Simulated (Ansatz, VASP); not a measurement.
**Be in VASP and in Ansatz**

Contents of INCAR:

```
SYSTEM = Be
PREC     = Accurate       ! precision mode
ENCUT    = 520            ! plane-wave cutoff, eV
EDIFF    = 1E-6           ! SCF threshold, eV
ISMEAR   = -1             ! smearing method
SIGMA    = 0.05           ! smearing width, eV
LREAL    = .FALSE.        ! projectors in reciprocal space
LASPH    = .TRUE.         ! aspherical terms in the spheres
NELM     = 100            ! most SCF steps
ALGO     = Normal         ! electronic algorithm
ISIF     = 2              ! what is computed and relaxed
LWAVE    = .FALSE.        ! write WAVECAR
LCHARG   = .FALSE.        ! write CHGCAR
GGA      = PS             ! functional
NBANDS   = 12             ! bands
```

Contents of KPOINTS:

```
Automatic mesh
0
G
  9 9 14
  0 0 0
```

Contents of POSCAR:

```
Be
1.0
    3.8217502800      0.0000000000      0.0000000000
    0.0000000000      3.8217502800      0.0000000000
    0.0000000000      0.0000000000      2.2812800000
Be
4
Direct
    0.2974080000      0.2974080000      0.0000000000
    0.7025920000      0.7025920000      0.0000000000
    0.2025920000      0.7974080000      0.5000000000
    0.7974080000      0.2025920000      0.5000000000
```

Input for Ansatz:

```yaml
crystal:
  lattice:
    - [3.82175028, 0.0, 0.0]
    - [0.0, 3.82175028, 0.0]
    - [0.0, 0.0, 2.28128]
  atoms:
    - { symbol: Be, position: [0.297408, 0.297408, 0.0] }
    - { symbol: Be, position: [0.702592, 0.702592, 0.0] }
    - { symbol: Be, position: [0.202592, 0.797408, 0.5] }
    - { symbol: Be, position: [0.797408, 0.202592, 0.5] }
kpoints:
  mp_grid: { grid: [9, 9, 14] }
  band_path:
    path:
      - [0.0, 0.0, 0.0]
      - [0.0, 0.5, 0.0]
      - [0.5, 0.5, 0.0]
      - [0.0, 0.0, 0.0]
      - [0.0, 0.0, 0.5]
      - [0.0, 0.5, 0.5]
      - [0.5, 0.5, 0.5]
      - [0.0, 0.0, 0.5]
      - [0.0, 0.5, 0.0]
    npoints: 5
scf:
  occupations: { method: fermi_dirac, width: 0.05 }
hamiltonian:
  xc: pbesol
  pseudopotentials: { kind: all_electron, lapw: { basis_error: 0.001 } }
output:
  forces: true
  stress: true
  eigenvalues: true
```

Change from the starting cell: equal xx and yy strain of +2 %.

Alike in both runs: task single point; functional PBEsol; k mesh 9 × 9 × 14; occupations fermi-dirac, width 0.05 eV; no spin polarisation.

```csv
,VASP,Ansatz
version,VASP 6.6.1,Ansatz 0.2.0
potentials or method,"VASP PAW PBE potentials, release 64 (Be)","all-electron LAPW, scalar-relativistic"
plane-wave cutoff (eV),520,see its input
```

|  | VASP | Ansatz | Ansatz less VASP |
| --- | --- | --- | --- |
| pressure (GPa) | -4.9 | -5.3 | -0.39 |
| largest component of the traceless stress (GPa) | 0.79 | 0.78 | -0.007 |
| rms of the force components (eV/Å) | 0.052 | 0.054 | +0.0016 |

Atom by atom the forces differ by 0.002 eV/Å (rms over components). Ansatz ran all-electron here, so the differences hold the error of VASP's frozen core and of both bases.

Caveats: the PAW data sets were made with another functional, which shifts forces and pressure a little (VASP).
